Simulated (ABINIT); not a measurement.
## AlAs (F-43m): a self-consistent loop beyond G0W0, cycle by cycle

Wanted: G0W0 and self-consistent gaps of AlAs (F-43m), with the cost of the cycles.

Main program and level: ABINIT 10.8.3; PBE and many-body steps on it, plane waves.

**What was measured.**

- Gap 3.018 eV: lowest direct gap at Gamma; earlier measurement quoted from literature, technique not stated; 300 K; bulk crystal (pure AlAs, literature value used as model input) (quoted in “Simultaneous Measurement of Mid-Infrared Refractive Indices in Thin-Film Heterostructures: Methodology and Results for GaAs/AlGaAs”, 2023, arxiv:2301.08293).

This is a report of a sequence of runs, with most program output left out.

## 1. The starting structure

It takes space group F-43m (No. 216, cubic). Conventional cell: a = 5.661 Å, b = 5.661 Å, c = 5.661 Å, α = 90.00°, β = 90.00°, γ = 90.00°. Nearest to Al lie 4 As at 2.45 Å. Nearest to As lie 4 Al at 2.45 Å. Farther neighbours are not listed.

Structure file:

```cif
data_structure
_symmetry_space_group_name_H-M 'P 1'
_symmetry_Int_Tables_number 1
_cell_length_a 4.0028
_cell_length_b 4.0028
_cell_length_c 4.0028
_cell_angle_alpha 60.000
_cell_angle_beta 60.000
_cell_angle_gamma 60.000
_cell_volume 45.35
loop_
_atom_site_label
_atom_site_type_symbol
_atom_site_fract_x
_atom_site_fract_y
_atom_site_fract_z
_atom_site_occupancy
Al1 Al 0.00000 0.00000 0.00000 1
As2 As 0.25000 0.25000 0.25000 1
```

The cell and positions come from the Crystallography Open Database and are kept as given unless a step says otherwise.

## 2. Empty states on the mesh, 4×4×4 mesh, 94 bands

This step: ABINIT 10.8.3; DFT, PBE, plane waves, norm-conserving pseudopotentials.

The sums over transitions need many empty states on a uniform mesh; this step solves for them.

Contents of run.abi:

```
acell 3*1.0 Angstrom
rprim 
  0.000000000000 2.830400000000 2.830400000000
  2.830400000000 0.000000000000 2.830400000000
  2.830400000000 2.830400000000 -0.000000000000
ntypat 2
znucl 13 33
natom 2
typat 1 2
xred 
  0.000000000000 0.000000000000 0.000000000000
  0.250000000000 0.250000000000 0.250000000000
pp_dirpath "pseudos"
pseudos "Al.upf, As.upf"
ecut 44
ngkpt 4 4 4
nshiftk 1
shiftk 0 0 0
kptopt 1
chksymbreak 0
iscf -2
irdden 1
istwfk *1
nband 94
nbdbuf 8
tolwfr 1e-09
nstep 60
prtvol 0
indata_prefix "in"
outdata_prefix "out"
tmpdata_prefix "tmp"
```

The run is started by

```sh
$ OMP_NUM_THREADS=1 mpirun -n 4 abinit run.abi > log
```

The job ended after 18 s (4 MPI ranks of Arm Neoverse V2, shared host; peak memory 0.33 GiB; 72 s of CPU time).

Numbers from this step:

* gap: 1.436 eV
* k of the valence top: 0, 0, 0
* k of the conduction bottom: 0.5, 0.5, 0
* least direct gap: 2.044 eV
* k points computed: 8
* lowest point of the top converged band, above the valence top: 70.0661 eV

On this mesh the gap is 1.436 eV.

The density comes from a self-consistent run that is not shown.

## 3. Screening, 4×4×4 mesh, 86 bands, screening to 136.1 eV

The RPA dielectric matrix is built and inverted for each q.

This step: RPA screening on PBE, plane waves, norm-conserving pseudopotentials.

run.abi: that of step 2 with these lines changed.

```diff
@@ -20,10 +20,11 @@
 chksymbreak 0
-iscf -2
-irdden 1
 istwfk *1
-nband 94
-nbdbuf 8
-tolwfr 1e-09
-nstep 60
-prtvol 0
+occopt 1
+irdwfk 1
+optdriver 3
+nband 86
+ecuteps 5
+inclvkb 2
+awtr 1
+symchi 1
 indata_prefix "in"
```

Run time: 19 s. Hardware: 4 MPI ranks; peak memory 0.82 GiB; 75 s of CPU time.

Numbers from this step:

| Item | Value |
| --- | --- |
| ε∞ with local fields, on this mesh, along the program's q direction | 14.21 |
| the same without local fields | 15.95 |
| plasma frequency | 28.12 eV |
| plane waves in the screening matrix | 169 |

Local fields lower ε∞ by 11 %. On a Γ-centred mesh this coarse the value itself is usually too large, while a short band sum pulls it down.

## 4. G0W0

The self-energy is evaluated for the states that the input lists, and the levels follow from it, in one-shot runs by the linearised quasiparticle equation.

This step: G0W0 on PBE, plane waves, norm-conserving pseudopotentials.

run.abi: that of step 3 with these lines changed.

```diff
@@ -23,8 +23,17 @@
 irdwfk 1
-optdriver 3
+optdriver 4
 nband 86
+gwcalctyp 0
+ecutsigx 44
+symsigma 1
+nkptgw 2
+kptgw 
+  0.0000000000 0.0000000000 0.0000000000
+  0.5000000000 0.5000000000 0.0000000000
+bdgw 
+  11 17
+  12 15
 ecuteps 5
-inclvkb 2
-awtr 1
-symchi 1
+irdscr 1
+ppmodel 1
 indata_prefix "in"
```

The job ended after 5.8 s (4 MPI ranks; peak memory 0.59 GiB; 23 s of CPU time).

This step gave:

* G0W0 gap on the points computed: 1.863 eV
* starting gap on the mesh: 1.436 eV
* k of the valence top: 0, 0, 0
* k of the conduction bottom: 0.5, 0.5, 0
* Z at the valence top: 0.786
* Z at the conduction bottom: 0.803
* least direct G0W0 gap on the computed points: 2.769 eV

The gap on the mesh goes from 1.44 eV to 1.86 eV, a correction of +0.43 eV.

## 5. QSGW, cycle 1

This step: QSGW on PBE, plane waves, norm-conserving pseudopotentials.

run.abi: that of step 4 with these lines changed.

```diff
@@ -25,12 +25,24 @@
 nband 86
-gwcalctyp 0
+gwcalctyp 28
 ecutsigx 44
-symsigma 1
-nkptgw 2
+symsigma 0
+nkptgw 8
 kptgw 
   0.0000000000 0.0000000000 0.0000000000
+  0.2500000000 0.0000000000 0.0000000000
+  0.5000000000 0.0000000000 0.0000000000
+  0.2500000000 0.2500000000 0.0000000000
+  0.5000000000 0.2500000000 0.0000000000
+  -0.2500000000 0.2500000000 0.0000000000
   0.5000000000 0.5000000000 0.0000000000
+  -0.2500000000 0.5000000000 0.2500000000
 bdgw 
-  11 17
-  12 15
+  11 20
+  11 20
+  11 20
+  11 20
+  11 20
+  11 20
+  11 20
+  11 20
 ecuteps 5
@@ -38,2 +50,3 @@
 ppmodel 1
+rhoqpmix 0.3
 indata_prefix "in"
```

Run time: 81 s. Hardware: 4 MPI ranks; peak memory 1.2 GiB.

Numbers from this step:

| Quantity | Value |
| --- | --- |
| quasiparticle gap on the mesh | 1.983 eV |
| gap of the density functional on the mesh | 1.436 eV |
| k of the valence top | 0, 0, 0 |
| k of the conduction bottom | 0.5, 0.5, 0 |
| Z at the valence top | 1 |
| Z at the conduction bottom | 1 |
| least direct quasiparticle gap on the computed points | 2.964 eV |

Against G0W0 in ABINIT (4×4×4 mesh, 86 bands, screening to 136.1 eV, Godby-Needs plasmon pole), the gap moves by +0.120 eV.

## 6. Screening, 4×4×4 mesh, 86 bands, screening to 136.1 eV

This step: RPA screening on PBE, plane waves, norm-conserving pseudopotentials.

Contents of run.abi:

```
acell 3*1.0 Angstrom
rprim 
  0.000000000000 2.830400000000 2.830400000000
  2.830400000000 0.000000000000 2.830400000000
  2.830400000000 2.830400000000 -0.000000000000
ntypat 2
znucl 13 33
natom 2
typat 1 2
xred 
  0.000000000000 0.000000000000 0.000000000000
  0.250000000000 0.250000000000 0.250000000000
pp_dirpath "pseudos"
pseudos "Al.upf, As.upf"
ecut 44
ngkpt 4 4 4
nshiftk 1
shiftk 0 0 0
kptopt 1
chksymbreak 0
istwfk *1
occopt 1
irdwfk 1
optdriver 3
nband 86
ecuteps 5
inclvkb 2
awtr 1
symchi 1
gwcalctyp 28
mbpt_sciss 0.908 eV
nqptdm 1
qptdm 
  0 0 0
indata_prefix "in"
outdata_prefix "out"
tmpdata_prefix "tmp"
```

Wall time 5.2 s (4 MPI ranks); peak memory 0.55 GiB; 20 s of CPU time.

Numbers from this step:

| Item | Value |
| --- | --- |
| ε∞ with local fields, on this mesh, along the program's q direction | 11.64 |
| the same without local fields | 12.92 |
| plasma frequency | 28.12 eV |
| plane waves in the screening matrix | 169 |

This screening uses the functional's bands under a rigid shift, the mean opening of the cycle before.

## 7. Screening, 4×4×4 mesh, 86 bands, screening to 136.1 eV

This step: RPA screening on PBE from quasiparticle energies and orbitals, plane waves, norm-conserving pseudopotentials.

run.abi: that of step 6 with these lines changed.

```diff
@@ -29,7 +29,13 @@
 symchi 1
+irdqps 1
 gwcalctyp 28
-mbpt_sciss 0.908 eV
-nqptdm 1
+nqptdm 7
 qptdm 
-  0 0 0
+  0.2500000000 0.0000000000 0.0000000000
+  0.5000000000 0.0000000000 0.0000000000
+  0.2500000000 0.2500000000 0.0000000000
+  0.5000000000 0.2500000000 0.0000000000
+  -0.2500000000 0.2500000000 0.0000000000
+  0.5000000000 0.5000000000 0.0000000000
+  -0.2500000000 0.5000000000 0.2500000000
 indata_prefix "in"
```

Contents of mrgscr.stdin:

```
2
merged
q0_SCR
out_SCR
1
```

The run is started by

```sh
$ OMP_NUM_THREADS=1 mpirun -n 4 abinit run.abi > log; mrgscr < mrgscr.stdin
```

Run time: 16 s. Hardware: 4 MPI ranks; peak memory 0.77 GiB; 64 s of CPU time.

This step gave:

* plasma frequency: 28.12 eV
* plane waves in the screening matrix: 169

This screening reads the quasiparticle levels of the cycle before.

## 8. QSGW, cycle 2

The corrected levels of the last cycle go back in.

This step: QSGW on PBE, plane waves, norm-conserving pseudopotentials.

run.abi: that of step 7 with these lines changed.

```diff
@@ -23,12 +23,10 @@
 irdwfk 1
-optdriver 3
+optdriver 4
 nband 86
-ecuteps 5
-inclvkb 2
-awtr 1
-symchi 1
-irdqps 1
 gwcalctyp 28
-nqptdm 7
-qptdm 
+ecutsigx 44
+symsigma 0
+nkptgw 8
+kptgw 
+  0.0000000000 0.0000000000 0.0000000000
   0.2500000000 0.0000000000 0.0000000000
@@ -40,2 +38,16 @@
   -0.2500000000 0.5000000000 0.2500000000
+bdgw 
+  11 20
+  11 20
+  11 20
+  11 20
+  11 20
+  11 20
+  11 20
+  11 20
+ecuteps 5
+irdscr 1
+ppmodel 1
+irdqps 1
+rhoqpmix 0.3
 indata_prefix "in"
```

The run is started by

```sh
$ OMP_NUM_THREADS=1 mpirun -n 4 abinit run.abi > log
```

Wall time 81 s (4 MPI ranks); peak memory 1.2 GiB; 5.4 min of CPU time.

This step gave:

| Item | Value |
| --- | --- |
| quasiparticle gap on the mesh | 2.027 eV |
| gap of the density functional on the mesh | 1.436 eV |
| k of the valence top | 0, 0, 0 |
| k of the conduction bottom | 0.5, 0.5, 0 |
| least direct quasiparticle gap on the computed points | 2.978 eV |

Against the cycle before, the gap moves by +0.044 eV.

## 9. Screening, 4×4×4 mesh, 86 bands, screening to 136.1 eV

This step: RPA screening on PBE, plane waves, norm-conserving pseudopotentials.

Contents of run.abi:

```
acell 3*1.0 Angstrom
rprim 
  0.000000000000 2.830400000000 2.830400000000
  2.830400000000 0.000000000000 2.830400000000
  2.830400000000 2.830400000000 -0.000000000000
ntypat 2
znucl 13 33
natom 2
typat 1 2
xred 
  0.000000000000 0.000000000000 0.000000000000
  0.250000000000 0.250000000000 0.250000000000
pp_dirpath "pseudos"
pseudos "Al.upf, As.upf"
ecut 44
ngkpt 4 4 4
nshiftk 1
shiftk 0 0 0
kptopt 1
chksymbreak 0
istwfk *1
occopt 1
irdwfk 1
optdriver 3
nband 86
ecuteps 5
inclvkb 2
awtr 1
symchi 1
gwcalctyp 28
mbpt_sciss 0.939 eV
nqptdm 1
qptdm 
  0 0 0
indata_prefix "in"
outdata_prefix "out"
tmpdata_prefix "tmp"
```

Wall time 5.2 s (4 MPI ranks); peak memory 0.55 GiB; 20 s of CPU time.

Numbers from this step:

* ε∞ with local fields, on this mesh, along the program's q direction: 11.57
* the same without local fields: 12.84
* plasma frequency: 28.12 eV
* plane waves in the screening matrix: 169

This screening uses the functional's bands under a rigid shift, the mean opening of the cycle before.

## 10. Screening, 4×4×4 mesh, 86 bands, screening to 136.1 eV

This step: RPA screening on PBE from quasiparticle energies and orbitals, plane waves, norm-conserving pseudopotentials.

run.abi: that of step 9 with these lines changed.

```diff
@@ -29,7 +29,13 @@
 symchi 1
+irdqps 1
 gwcalctyp 28
-mbpt_sciss 0.939 eV
-nqptdm 1
+nqptdm 7
 qptdm 
-  0 0 0
+  0.2500000000 0.0000000000 0.0000000000
+  0.5000000000 0.0000000000 0.0000000000
+  0.2500000000 0.2500000000 0.0000000000
+  0.5000000000 0.2500000000 0.0000000000
+  -0.2500000000 0.2500000000 0.0000000000
+  0.5000000000 0.5000000000 0.0000000000
+  -0.2500000000 0.5000000000 0.2500000000
 indata_prefix "in"
```

mrgscr.stdin is that of step 7.

The run is started by

```sh
$ OMP_NUM_THREADS=1 mpirun -n 4 abinit run.abi > log; mrgscr < mrgscr.stdin
```

Run time: 16 s. Hardware: 4 MPI ranks; peak memory 0.77 GiB; 63 s of CPU time.

This step gave:

* plasma frequency: 28.12 eV
* plane waves in the screening matrix: 169

This screening reads the quasiparticle levels of the cycle before.

## 11. QSGW, cycle 3

This step: QSGW on PBE, plane waves, norm-conserving pseudopotentials.

run.abi: that of step 10 with these lines changed.

```diff
@@ -23,12 +23,10 @@
 irdwfk 1
-optdriver 3
+optdriver 4
 nband 86
-ecuteps 5
-inclvkb 2
-awtr 1
-symchi 1
-irdqps 1
 gwcalctyp 28
-nqptdm 7
-qptdm 
+ecutsigx 44
+symsigma 0
+nkptgw 8
+kptgw 
+  0.0000000000 0.0000000000 0.0000000000
   0.2500000000 0.0000000000 0.0000000000
@@ -40,2 +38,16 @@
   -0.2500000000 0.5000000000 0.2500000000
+bdgw 
+  11 20
+  11 20
+  11 20
+  11 20
+  11 20
+  11 20
+  11 20
+  11 20
+ecuteps 5
+irdscr 1
+ppmodel 1
+irdqps 1
+rhoqpmix 0.3
 indata_prefix "in"
```

The run is started by

```sh
$ OMP_NUM_THREADS=1 mpirun -n 4 abinit run.abi > log
```

Run time: 82 s. Hardware: 4 MPI ranks; peak memory 1.2 GiB; 5.4 min of CPU time.

Numbers from this step:

```yaml
quasiparticle_gap_on_the_mesh: 2.088 eV
gap_of_the_density_functional_on_the_mesh: 1.436 eV
k_of_the_valence_top: 0, 0, 0
k_of_the_conduction_bottom: 0.5, 0.5, 0
least_direct_quasiparticle_gap_on_the_computed_points: 3.024 eV
```

Against the cycle before, the gap moves by +0.061 eV.

## 12. Screening, 4×4×4 mesh, 86 bands, screening to 136.1 eV

This step: RPA screening on PBE, plane waves, norm-conserving pseudopotentials.

Contents of run.abi:

```
acell 3*1.0 Angstrom
rprim 
  0.000000000000 2.830400000000 2.830400000000
  2.830400000000 0.000000000000 2.830400000000
  2.830400000000 2.830400000000 -0.000000000000
ntypat 2
znucl 13 33
natom 2
typat 1 2
xred 
  0.000000000000 0.000000000000 0.000000000000
  0.250000000000 0.250000000000 0.250000000000
pp_dirpath "pseudos"
pseudos "Al.upf, As.upf"
ecut 44
ngkpt 4 4 4
nshiftk 1
shiftk 0 0 0
kptopt 1
chksymbreak 0
istwfk *1
occopt 1
irdwfk 1
optdriver 3
nband 86
ecuteps 5
inclvkb 2
awtr 1
symchi 1
gwcalctyp 28
mbpt_sciss 0.983 eV
nqptdm 1
qptdm 
  0 0 0
indata_prefix "in"
outdata_prefix "out"
tmpdata_prefix "tmp"
```

Run time: 5.2 s. Hardware: 4 MPI ranks; peak memory 0.55 GiB; 20 s of CPU time.

This step gave:

- ε∞ with local fields, on this mesh, along the program's q direction: 11.48
- the same without local fields: 12.73
- plasma frequency: 28.12 eV
- plane waves in the screening matrix: 169

This screening uses the functional's bands under a rigid shift, the mean opening of the cycle before.

## 13. Screening, 4×4×4 mesh, 86 bands, screening to 136.1 eV

This step: RPA screening on PBE from quasiparticle energies and orbitals, plane waves, norm-conserving pseudopotentials.

run.abi: that of step 12 with these lines changed.

```diff
@@ -29,7 +29,13 @@
 symchi 1
+irdqps 1
 gwcalctyp 28
-mbpt_sciss 0.983 eV
-nqptdm 1
+nqptdm 7
 qptdm 
-  0 0 0
+  0.2500000000 0.0000000000 0.0000000000
+  0.5000000000 0.0000000000 0.0000000000
+  0.2500000000 0.2500000000 0.0000000000
+  0.5000000000 0.2500000000 0.0000000000
+  -0.2500000000 0.2500000000 0.0000000000
+  0.5000000000 0.5000000000 0.0000000000
+  -0.2500000000 0.5000000000 0.2500000000
 indata_prefix "in"
```

mrgscr.stdin is that of step 10.

The run is started by

```sh
$ OMP_NUM_THREADS=1 mpirun -n 4 abinit run.abi > log; mrgscr < mrgscr.stdin
```

Elapsed: 16 s, on 4 MPI ranks; peak memory 0.77 GiB; 63 s of CPU time.

Numbers from this step:

```
plasma frequency                    : 28.12 eV
plane waves in the screening matrix : 169
```

This screening reads the quasiparticle levels of the cycle before.

(Continued in part 2 of 2.)

[Paths, hosts, dates, memory and timing lines, banners, echoed tables and standing remarks are left out of the program output.]

[Logs are printed without paths, hosts, clocks, repeated set-up lines and the standing remarks that a program may print on its own settings, such as how far it seeks lower states.]

[Runs of the session that timed out or met a known fault of the program may be left out.]

[Hosts, paths, dates, database ids (printed as entryN), source tags and the programs' standing remarks are cut or masked in the printed files.]

[G0W0 gaps are taken among the corrected bands and points alone; a level outside them can change the order at an edge.]

[Where Ansatz stands beside ABINIT at settings called matched, ABINIT's density can come from a denser mesh and the files from another edition; pairs whose starting gaps differed by over 0.03 eV were left out, so agreement reads better than it is.]
